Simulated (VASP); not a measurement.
# GaSb (F-43m) in VASP: notebook

GaSb is run at these levels: r2SCAN; tasks: single point.

Everything below comes from runs of VASP 6.6.1. Logs are shortened: lines on timing, memory, paths and dates and some standing lists are left out, and cuts for length are marked.

**Experimental background.**

From a printed reference work, data compilation, for a bulk crystal of GaSb at 4.2 K: band gap 0.811 eV (direct).

The results are compared with them further down.

## (1) The cell of the first run

It takes space group F-43m (No. 216, cubic). The conventional cell has a = 6.134 Å, b = 6.134 Å, c = 6.134 Å, α = 90.00°, β = 90.00°, γ = 90.00°. Within 3.5 Å of Ga (site symmetry -43m) lie 4 Sb at 2.66 Å. Sb (site symmetry -43m) has 4 Ga at 2.66 Å within 3.5 Å.

## (2) Single point, r2SCAN

Input file POSCAR:

```
GaSb
1.0
    0.0000000000      3.0667582389      3.0667582389
    3.0667582389      0.0000000000      3.0667582389
    3.0667582389      3.0667582389      0.0000000000
Ga Sb
1 1
Direct
    0.0000000000      0.0000000000      0.0000000000
    0.2500000000      0.2500000000      0.2500000000
```

Input file INCAR.step1:

```
ALGO = Normal
EDIFF = 1E-4
ENCUT = 520
GGA = PE
ISMEAR = -1
LASPH = T
LCHARG = F
LREAL = F
LWAVE = T
NBANDS = 16
NELM = 80
PREC = Accurate
SIGMA = 0.1
```

Input file INCAR.step2:

```
ALGO = Normal
EDIFF = 1E-7
ENCUT = 520
ISIF = 2
ISMEAR = -1
ISTART = 1
LASPH = T
LCHARG = T
LELF = T
LMIXTAU = T
LREAL = F
LVHAR = T
LWAVE = F
METAGGA = R2SCAN
NBANDS = 16
NELM = 80
PREC = Accurate
SIGMA = 0.1
```

Input file KPOINTS:

```
k-points
0
Gamma
  9 9 9
```

Potentials or basis: VASP PAW PBE potentials, release 64 (Ga_d, Sb).

Started as:

```console
cat potpaw_PBE.64/Ga_d/POTCAR potpaw_PBE.64/Sb/POTCAR > POTCAR
cp INCAR.step1 INCAR
mpirun -np 1 vasp_std > vasp.out
cp INCAR.step2 INCAR
mpirun -np 1 vasp_std > vasp.out
```

OUTCAR:

```text
EDIFF = 1E-7
   ENCUT = 520
   ISIF = 2
   ISMEAR = -1
   ISTART = 1
   LASPH = T
   LREAL = F
   METAGGA = R2SCAN
   NELM = 80
   PREC = Accurate

 ion  position               nearest neighbor table
   1  0.000  0.000  0.000-   2 2.66   2 2.66   2 2.66   2 2.66
   2  0.250  0.250  0.250-   1 2.66   1 2.66   1 2.66   1 2.66

  LATTYP: Found a face centered cubic cell.
 ALAT       =     6.1335164778

  Lattice vectors:

 A1 = (   0.0000000000,   3.0667582389,   3.0667582389)
 A2 = (   3.0667582389,   0.0000000000,   3.0667582389)
 A3 = (   3.0667582389,   3.0667582389,   0.0000000000)

Analysis of symmetry for initial positions (statically):
=====================================================================
 Subroutine PRICEL returns:
 Original cell was already a primitive cell.

 Routine SETGRP: Setting up the symmetry group for a
 face centered cubic supercell.

 Subroutine GETGRP returns: Found 24 space group operations
 (whereof 24 operations were pure point group operations)
 out of a pool of 48 trial point group operations.

The static configuration has the point symmetry T_d .

Analysis of symmetry for dynamics (positions and initial velocities):
=====================================================================
 Subroutine PRICEL returns:
 Original cell was already a primitive cell.

 Routine SETGRP: Setting up the symmetry group for a
 face centered cubic supercell.

 Subroutine GETGRP returns: Found 24 space group operations
 (whereof 24 operations were pure point group operations)
 out of a pool of 48 trial point group operations.

The dynamic configuration has the point symmetry T_d .

 Subroutine INISYM returns: Found 24 space group operations
 (whereof 24 operations are pure point group operations),
 and found     1 'primitive' translations

----------------------------------------------------------------------------------------

                                     Primitive cell

  volume of cell :      57.6858

  direct lattice vectors                    reciprocal lattice vectors
     0.000000000  3.066758239  3.066758239    -0.163038610  0.163038610  0.163038610
     3.066758239  0.000000000  3.066758239     0.163038610 -0.163038610  0.163038610
     3.066758239  3.066758239  0.000000000     0.163038610  0.163038610 -0.163038610

  length of vectors
     4.337051094  4.337051094  4.337051094     0.282391156  0.282391156  0.282391156

  position of ions in fractional coordinates (direct lattice)
     0.000000000  0.000000000  0.000000000
     0.250000000  0.250000000  0.250000000

  ion indices of the primitive-cell ions
   primitive index   ion index
                 1           1
                 2           2

----------------------------------------------------------------------------------------

 KPOINTS: k-points

Automatic generation of k-mesh.
 Grid dimensions read from file:
 generate k-points for:    9    9    9

 Generating k-lattice:

  Cartesian coordinates                     Fractional coordinates (reciprocal lattice)
    -0.018115401  0.018115401  0.018115401     0.111111111  0.000000000  0.000000000
     0.018115401 -0.018115401  0.018115401     0.000000000  0.111111111  0.000000000
     0.018115401  0.018115401 -0.018115401     0.000000000  0.000000000  0.111111111

  Length of vectors
     0.031376795  0.031376795  0.031376795

  Shift w.r.t. Gamma in fractional coordinates (k-lattice)
     0.000000000  0.000000000  0.000000000

 Subroutine IBZKPT returns following result:
 ===========================================

 Found     35 irreducible k-points:

 Following reciprocal coordinates:
            Coordinates               Weight
  0.000000  0.000000  0.000000      1.000000
  0.111111  0.000000  0.000000      8.000000
  0.222222  0.000000  0.000000      8.000000
  0.333333  0.000000  0.000000      8.000000
  0.444444  0.000000  0.000000      8.000000
  0.111111  0.111111  0.000000      6.000000
[... 16 lines left out ...]
 -0.333333  0.333333  0.000000     12.000000
  0.444444  0.444444  0.000000      6.000000
 [... further k-points ...]
   k-points           NKPTS =     35   k-points in BZ     NKDIM =     35   number of bands    NBANDS=     16
   number of dos      NEDOS =    301   number of ions     NIONS =      2
   total plane-waves  NPLWV =  32768
   dimension x,y,z NGX =    32 NGY =   32 NGZ =   32
   dimension x,y,z NGXF=    64 NGYF=   64 NGZF=   64
   ions per type =               1   1
   NGX,Y,Z   is equivalent  to a cutoff of  12.27, 12.27, 12.27 a.u.
   NGXF,Y,Z  is equivalent  to a cutoff of  24.53, 24.53, 24.53 a.u.
 SYSTEM =  unknown system
   PREC   = accura    normal or accurate (medium, high low for compatibility)
   ISTART =      1    job   : 0-new  1-cont  2-samecut
   ICHARG =      0    charge: 1-file 2-atom 10-const
   ISPIN  =      1    spin polarized calculation?
   LNONCOLLINEAR =      F non collinear calculations
   LSORBIT =      F    spin-orbit coupling
[... 47 lines left out ...]

  energy without entropy =      -37.60285006  energy(sigma->0) =      -37.60330262

 E-fermi :   4.8793     XC(G=0):  -9.6865

 val. band max:        4.6067776813   @ k =   0.0000   0.0000   0.0000
 cond. band min:       4.9985857433   @ k =   0.0000   0.0000   0.0000
 fundamental gap:      0.3918080620
 Fermi energy:         4.8793494339

 k-point     1 :       0.0000    0.0000    0.0000
  band No.  band energies     occupation
      1     -10.8748      2.00000
      2     -10.8748      2.00000
      3     -10.8747      2.00000
      4     -10.8189      2.00000
      5     -10.8189      2.00000
      6      -7.2706      2.00000
[... 8 lines left out ...]
     15      13.6126      0.00000
     16      13.6126      0.00000

 k-point     2 :       0.1111    0.0000    0.0000
  band No.  band energies     occupation
      1     -10.8783      2.00000
      2     -10.8732      2.00000
      3     -10.8732      2.00000
      4     -10.8191      2.00000
      5     -10.8191      2.00000
      6      -7.1380      2.00000
[... 8 lines left out ...]
     15      12.9294      0.00000
     16      12.9294      0.00000

 k-point     3 :       0.2222    0.0000    0.0000
  band No.  band energies     occupation
      1     -10.8870      2.00000
      2     -10.8695      2.00000
      3     -10.8695      2.00000
      4     -10.8193      2.00000
      5     -10.8193      2.00000
      6      -6.7554      2.00000
[... 8 lines left out ...]
     15      12.5731      0.00000
     16      12.5731      0.00000

 k-point     4 :       0.3333    0.0000    0.0000
  band No.  band energies     occupation
      1     -10.8967      2.00000
      2     -10.8657      2.00000
      3     -10.8657      2.00000
      4     -10.8191      2.00000
      5     -10.8191      2.00000
      6      -6.1890      2.00000
[... 8 lines left out ...]
     15      13.1771      0.00000
     16      13.1771      0.00000

 k-point     5 :       0.4444    0.0000    0.0000
  band No.  band energies     occupation
      1     -10.9030      2.00000
      2     -10.8635      2.00000
      3     -10.8635      2.00000
      4     -10.8187      2.00000
      5     -10.8187      2.00000
      6      -5.6612      2.00000
[... 8 lines left out ...]
     15      14.5483      0.00000
     16      14.5483      0.00000

 k-point     6 :       0.1111    0.1111    0.0000
  band No.  band energies     occupation
      1     -10.8811      2.00000
      2     -10.8718      2.00000
      3     -10.8718      2.00000
      4     -10.8200      2.00000
      5     -10.8184      2.00000
      6      -7.0934      2.00000
[... 8 lines left out ...]
     15      12.0261      0.00000
     16      13.7797      0.00000
[... 267 lines left out ...]
 k-point    21 :       0.4444    0.3333    0.0000
  band No.  band energies     occupation
      1     -10.9159      2.00000
      2     -10.8531      2.00000
      3     -10.8524      2.00000
      4     -10.8286      2.00000
      5     -10.8153      2.00000
      6      -5.2618      2.00000
[... 8 lines left out ...]
     15      15.7152      0.00000
     16      15.9002      0.00000

 k-point    22 :      -0.4444    0.3333    0.0000
  band No.  band energies     occupation
      1     -10.9161      2.00000
      2     -10.8540      2.00000
      3     -10.8522      2.00000
      4     -10.8270      2.00000
      5     -10.8165      2.00000
      6      -4.8606      2.00000
[... 8 lines left out ...]
     15      14.5479      0.00000
     16      16.8584      0.00000

 k-point    23 :      -0.3333    0.3333    0.0000
  band No.  band energies     occupation
      1     -10.9124      2.00000
      2     -10.8567      2.00000
      3     -10.8548      2.00000
      4     -10.8238      2.00000
      5     -10.8185      2.00000
      6      -4.9580      2.00000
[... 8 lines left out ...]
     15      13.1566      0.00000
     16      17.2439      0.00000

 k-point    24 :       0.4444    0.4444    0.0000
  band No.  band energies     occupation
      1     -10.9207      2.00000
      2     -10.8494      2.00000
      3     -10.8494      2.00000
      4     -10.8309      2.00000
      5     -10.8145      2.00000
      6      -4.8840      2.00000
[... 8 lines left out ...]
     15      16.2544      0.00000
     16      16.4232      0.00000

 [... further k-points ...]
[... 5 lines left out ...]
  --------------------------------------------------------------------------------------
  -------------------------------------------------------------------------------------
  Total        0.0284213      0.0284213      0.0284213      0.0000000      0.0000000      0.0000000
  in kB        0.7893803      0.7893803      0.7893803      0.0000000      0.0000000      0.0000000
  external PRESSURE =       0.7893803 kB  Pullay stress =       0.0000000 kB

 VOLUME and BASIS-vectors are now :
 -----------------------------------------------------------------------------
  energy-cutoff  :      520.00
  volume of cell :       57.69
      direct lattice vectors                 reciprocal lattice vectors
     0.000000000  3.066758239  3.066758239    -0.163038610  0.163038610  0.163038610
     3.066758239  0.000000000  3.066758239     0.163038610 -0.163038610  0.163038610
     3.066758239  3.066758239  0.000000000     0.163038610  0.163038610 -0.163038610

 POSITION                                       TOTAL-FORCE (eV/Angst)
 -----------------------------------------------------------------------------------
      0.00000      0.00000      0.00000        -0.000000      0.000000     -0.000000
      1.53338      1.53338      1.53338         0.000000     -0.000000      0.000000
 -----------------------------------------------------------------------------------
    total drift:                               -0.000002     -0.000002     -0.000002

  FREE ENERGIE OF THE ION-ELECTRON SYSTEM (eV)
  ---------------------------------------------------
  free  energy   TOTEN  =       -37.6037551820 eV

  energy  without entropy=      -37.6028500632  energy(sigma->0) =      -37.60330262
```

Wall time 67 s (1 thread of AMD EPYC 9R45 (Zen 5), shared host); peak memory 0.17 GiB.

Results:

```yaml
Free_energy: -37.6038 eV
Pressure: 0.1 GPa
Band_gap_on_the_k_mesh: 0.39 eV
```

Levels at points of the mesh, in eV from the valence-band top:
| k point | band 6 | band 7 | band 8 | band 9 | band 10 | band 11 | band 12 | band 13 |
| --- | --- | --- | --- | --- | --- | --- | --- | --- |
| (0.00, 0.00, 0.00) | -11.88 | 0.00 | 0.00 | 0.00 | 0.39 | 2.98 | 2.98 | 2.98 |

Caveat: semilocal functionals underestimate gaps, and a narrow one can read as zero; the PAW data sets were made with another functional, which shifts forces and pressure a little; spin-orbit coupling is left out, which moves the levels of the heavy elements; an odd mesh through Γ misses points on the zone boundary, where band edges can lie.

## (3) Single point, r2SCAN

This run uses another cell than the first one, of 27.11 Å³/atom.

Input file POSCAR:

```
GaSb
1.0
    0.0000000000      3.0041537700      3.0041537700
    3.0041537700      0.0000000000      3.0041537700
    3.0041537700      3.0041537700      0.0000000000
Ga Sb
1 1
Direct
    0.0000000000      0.0000000000      0.0000000000
    0.2500000000      0.2500000000      0.2500000000
```

Input file INCAR.step1:

```
PREC = Accurate ; ENCUT = 520
ISMEAR = -1 ; SIGMA = 0.1
LREAL = F ; LASPH = T
NELM = 100 ; NBANDS = 16
GGA = PE ; ALGO = Normal
EDIFF = 1E-4 ; LWAVE = T
LCHARG = F
```

Input file INCAR.step2:

```
PREC = Accurate ; ENCUT = 520
EDIFF = 1E-6 ; ISMEAR = -1
SIGMA = 0.1 ; LREAL = F
LASPH = T ; NELM = 100
ALGO = Normal ; ISIF = 2
LWAVE = F ; LCHARG = F
METAGGA = R2SCAN ; LMIXTAU = T
NBANDS = 16 ; ISTART = 1
```

Input file KPOINTS:

```
regular mesh
0
Gamma
  10 10 10
```

Potentials or basis: VASP PAW PBE potentials, release 64 (Ga_d, Sb).

Started as:

```console
cat potpaw_PBE.64/Ga_d/POTCAR potpaw_PBE.64/Sb/POTCAR > POTCAR
cp INCAR.step1 INCAR
mpirun -np 1 vasp_std > vasp.out
cp INCAR.step2 INCAR
mpirun -np 1 vasp_std > vasp.out
```

It took 65 s on 1 thread of AMD EPYC 9R45 (Zen 5), shared host; peak memory 0.18 GiB.

Results (log left out):

```yaml
Free_energy: -37.5648 eV
Pressure: 3.9 GPa
Band_gap_on_the_k_mesh: 0.81 eV (least direct gap 0.87 eV)
```

Levels at points of the mesh, in eV from the valence-band top:
```
           k point  band 5  band 6  band 7  band 8  band 9  band 10  band 11  band 12  band 13  band 14
(0.00, 0.00, 0.00)  -15.55  -12.34    0.00    0.00    0.00     0.87     2.96     2.96     2.96     6.43
(0.50, 0.00, 0.00)  -15.55  -10.47   -6.88   -1.31   -1.31     0.81     4.00     4.00     6.90    10.32
(0.50, 0.50, 0.00)  -15.54   -9.50   -7.32   -2.90   -2.90     1.05     1.37     9.64     9.64    11.29
```

Caveat: the cell stands under pressure; the PAW data sets were made with another functional, which shifts forces and pressure a little; spin-orbit coupling is left out, which moves the levels of the heavy elements.

## (4) Single point, r2SCAN

This run uses another cell than the first one, of 27.69 Å³/atom.

Input file POSCAR:

```
GaSb
1.0
    0.0000000000      3.0253104800      3.0253104800
    3.0253104800      0.0000000000      3.0253104800
    3.0253104800      3.0253104800      0.0000000000
Ga Sb
1 1
Direct
    0.0000000000      0.0000000000      0.0000000000
    0.2500000000      0.2500000000      0.2500000000
```

Input file INCAR.step1:

```
SYSTEM = GaSb
PREC = Accurate
ENCUT = 520
ISMEAR = -1
SIGMA = 0.1
LREAL = .False.
LASPH = .True.
NELM = 80
NBANDS = 16
GGA = PE
ALGO = Normal
EDIFF = 1E-4
LWAVE = .True.
LCHARG = .False.
```

Input file INCAR.step2:

```
SYSTEM = GaSb
PREC = Accurate
ENCUT = 520
EDIFF = 1E-6
ISMEAR = -1
SIGMA = 0.1
LREAL = .False.
LASPH = .True.
NELM = 80
ALGO = Normal
ISIF = 2
LWAVE = .False.
LCHARG = .False.
METAGGA = R2SCAN
LMIXTAU = .True.
NBANDS = 16
ISTART = 1
```

Input file KPOINTS:

```
Automatic mesh
0
Gamma
  10 10 10
  0 0 0
```

Started as:

```console
cat potpaw_PBE.64/Ga_d/POTCAR potpaw_PBE.64/Sb/POTCAR > POTCAR
cp INCAR.step1 INCAR
mpirun -np 1 vasp_std > vasp.out
cp INCAR.step2 INCAR
mpirun -np 1 vasp_std > vasp.out
```

Run time: 65 s. Hardware: 1 thread of AMD EPYC 9R45 (Zen 5), shared host; peak memory 0.18 GiB.

Results (log left out):

| Property | Result |
| --- | --- |
| Free energy | -37.5876 eV |
| Pressure | 2.5 GPa |
| Band gap on the k mesh | 0.70 eV |

Levels at points of the mesh, in eV from the valence-band top:
```csv
k point,band 6,band 7,band 8,band 9,band 10,band 11,band 12,band 13
"(0.00, 0.00, 0.00)",-12.18,0.00,0.00,0.00,0.71,2.97,2.97,2.97
"(0.50, 0.00, 0.00)",-10.37,-6.76,-1.27,-1.27,0.76,4.01,4.01,6.91
"(0.50, 0.50, 0.00)",-9.43,-7.21,-2.82,-2.82,1.08,1.42,9.49,9.49
```

Caveat: semilocal functionals underestimate gaps, and a narrow one can read as zero; the PAW data sets were made with another functional, which shifts forces and pressure a little; spin-orbit coupling is left out, which moves the levels of the heavy elements.

## (5) Single point, r2SCAN

This run uses another cell than the first one, of 28.27 Å³/atom.

Input file POSCAR:

```
GaSb
1.0
    0.0000000000      3.0461753500      3.0461753500
    3.0461753500      0.0000000000      3.0461753500
    3.0461753500      3.0461753500      0.0000000000
Ga Sb
1 1
Direct
    0.0000000000      0.0000000000      0.0000000000
    0.2500000000      0.2500000000      0.2500000000
```

Input file INCAR.step1:

```
PREC = Accurate
ENCUT = 520
ISMEAR = -1
SIGMA = 0.1
LREAL = F
LASPH = T
NELM = 100
NBANDS = 16
GGA = PE
ALGO = Normal
EDIFF = 1E-4
LWAVE = T
LCHARG = F
```

Input file INCAR.step2:

```
PREC = Accurate
ENCUT = 520
EDIFF = 1E-6
ISMEAR = -1
SIGMA = 0.1
LREAL = F
LASPH = T
NELM = 100
ALGO = Normal
ISIF = 2
LWAVE = F
LCHARG = F
METAGGA = R2SCAN
LMIXTAU = T
NBANDS = 16
ISTART = 1
```

Input file KPOINTS:

```
Automatic mesh
0
Gamma
  10 10 10
```

Started as:

```console
cat potpaw_PBE.64/Ga_d/POTCAR potpaw_PBE.64/Sb/POTCAR > POTCAR
cp INCAR.step1 INCAR
mpirun -np 1 vasp_std > vasp.out
cp INCAR.step2 INCAR
mpirun -np 1 vasp_std > vasp.out
```

It took 66 s on 1 thread of AMD EPYC 9R45 (Zen 5), shared host; peak memory 0.18 GiB.

Results (log left out):

* Free energy: -37.6007 eV
* Pressure: 1.2 GPa
* Band gap on the k mesh: 0.55 eV

Levels at points of the mesh, in eV from the valence-band top:
```tsv
k point	band 7	band 8	band 9	band 10	band 11	band 12
(0.00, 0.00, 0.00)	0.00	0.00	0.00	0.55	2.98	2.98
(0.50, 0.00, 0.00)	-6.65	-1.24	-1.24	0.71	4.01	4.01
(0.50, 0.50, 0.00)	-7.11	-2.74	-2.74	1.11	1.46	9.35
```

Caveat: semilocal functionals underestimate gaps, and a narrow one can read as zero; the PAW data sets were made with another functional, which shifts forces and pressure a little; spin-orbit coupling is left out, which moves the levels of the heavy elements.

## (6) Summary

| cell | k mesh | gap on the mesh (eV) | pressure (GPa) |
| --- | --- | --- | --- |
| a = 4.337 Å, angles 60.0°, 2 atoms | 9 × 9 × 9 | 0.39 | 0.1 |
| a = 4.249 Å, angles 60.0°, 2 atoms | 10 × 10 × 10 | 0.81 | 3.9 |
| a = 4.278 Å, angles 60.0°, 2 atoms | 10 × 10 × 10 | 0.70 | 2.5 |
| a = 4.308 Å, angles 60.0°, 2 atoms | 10 × 10 × 10 | 0.55 | 1.2 |

Alike in all rows: task single point; level r2SCAN; potentials or basis VASP PAW PBE potentials, release 64 (Ga_d, Sb); no spin polarisation; cutoff (eV) 520; smearing fermi-dirac 0.1 eV.

Caveats: the PAW data sets were made with another functional, which shifts forces and pressure a little; spin-orbit coupling is left out, which moves the levels of the heavy elements; semilocal functionals underestimate gaps, and a narrow one can read as zero (at least some runs); an odd mesh through Γ misses points on the zone boundary, where band edges can lie (at least some runs); the cell stands under pressure (at least some runs).

Absolute energies hang on the potentials; compare differences alone.

## (7) Against experiment

Step 2. Measured gap of GaSb: 0.811 eV (direct; 4.2 K; a printed reference work, data compilation). This calculation gives 0.39 eV (-0.42 eV). Spin-orbit coupling on Ga, Sb is left out. The value is that of r2SCAN on a finite k mesh, which can miss the band edges, without temperature or zero-point motion.
